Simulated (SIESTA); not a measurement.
The system is CuO (Tenorite).

```xyz
4
Lattice="2.3418 -1.7113 0.0000 2.3418 1.7113 0.0000 -0.8500 0.0000 5.0579" Properties=species:S:1:pos:R:3 pbc="T T T"
Cu    0.7459   -0.8557    2.5289
Cu    1.1709    0.8557    0.0000
O     1.7043    0.2793    3.7934
O     2.1293   -0.2793    1.2645
```

Base run:

```yaml
Program: SIESTA 5.4.2
Functional: PBE
Potentials_or_basis: SG15 1.2 NC or PseudoDojo by element (PBE files)
Basis: DZP (energy shift 0.002 Ry)
Grid_cutoff: 800 Ry
Energy_shift: 0.002 Ry
k_mesh: 10 × 10 × 5
Occupations: fermi-dirac, width 0.05 eV
Spin: no spin polarisation
```

Its results: band gap on the k mesh none (metal or under the smearing width); pressure 8.8 GPa; largest force 0.024 eV/Å.

Q: The run is repeated on the same cell with these changes: potentials or basis from SG15 1.2 NC or PseudoDojo by element (PBE files) to PseudoDojo 0.5 stringent (PBE files). What comes out?

A: Band gap on the k mesh none (metal or under the smearing width); pressure 7.1 GPa; largest force 0.078 eV/Å.

Caveats: semicore shells carry a single zeta, which can move pressures by several GPa and volumes by a few percent; the basis of atomic orbitals isn't converged, which shifts pressures, moduli and gaps; the run has no spin polarisation, though such a crystal can be magnetic; semilocal functionals often make such compounds metallic where correlation or magnetic order opens a gap, which also shifts bond lengths.

Not every run made on this cell is shown here.
